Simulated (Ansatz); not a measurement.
Runs of Ansatz 0.2.0 on PtSe2 (Sudovikovite). Symmetry: P-3m1, No. 164, trigonal system. Conventional cell: a = 3.724 Å, b = 3.724 Å, c = 5.062 Å, α = 90.00°, β = 90.00°, γ = 120.00°. Pt (site symmetry -3m) has 6 Se at 2.49 Å as nearest neighbours. Around Se (site symmetry 3m) lie 3 Pt at 2.49 Å. 

```csv
task,level,potentials or basis,cell,k mesh,cutoff (eV),points for each segment of the path,mesh quality,gap on the mesh (eV),pressure (GPa),relaxed volume (Å³/atom),largest force (eV/Å)
relaxation of cell and atoms,HSEsol,Ansatz PAW,relaxed,4 × 4 × 3,420,-,coarse,none,0.0,(a),-
band structure,PBE,Ansatz PAW,as given,8 × 8 × 5,420,14,not flagged,none,7.3,-,0.59
single point,PBE,Ansatz PAW,as given,11 × 11 × 7,420,-,not flagged,none,7.3,-,0.56
band structure,PBE,SPMS NC,as given,8 × 8 × 5,816,14,not flagged,none,7.3,-,0.59
relaxation of cell and atoms,m-r2SCAN,Ansatz PAW,relaxed,8 × 8 × 5,500,-,not flagged,0.68,0.0,23.21,-
relaxation of cell and atoms,r2SCAN,Ansatz PAW,relaxed,8 × 8 × 5,500,-,not flagged,0.68,0.0,23.21,-
band structure,HSEsol,Ansatz PAW,as given,5 × 5 × 3,420,4,coarse,-,-0.5,-,0.09
```

Alike in all rows: no spin polarisation; smearing fermi-dirac 0.05 eV.

Q: Fill in the values left out.

A: (a) 19.90.

Caveats: some runs use coarse meshes; spin-orbit coupling is left out, which moves the levels of the heavy elements (some runs); the PAW data sets come from PBE, with cores solved anew for the run's functional, which leaves a small shift of forces and pressure (some runs); the plane-wave basis is chosen anew once the cell has moved, so the energies of steps on either side of that aren't comparable (some runs); odd divisions of the mesh miss points on the zone boundary, where band edges often lie, so the gap on the mesh can be too wide (some runs); the volume moved by +15 % from the deposited cell, more than functionals usually miss (some runs); the thresholds are loose for stress (some runs).

A k mesh can miss the band edges, and the runs leave out spin-orbit coupling on Pt, Se.

A gap of «none» marks a metal or a gap under the smearing width.
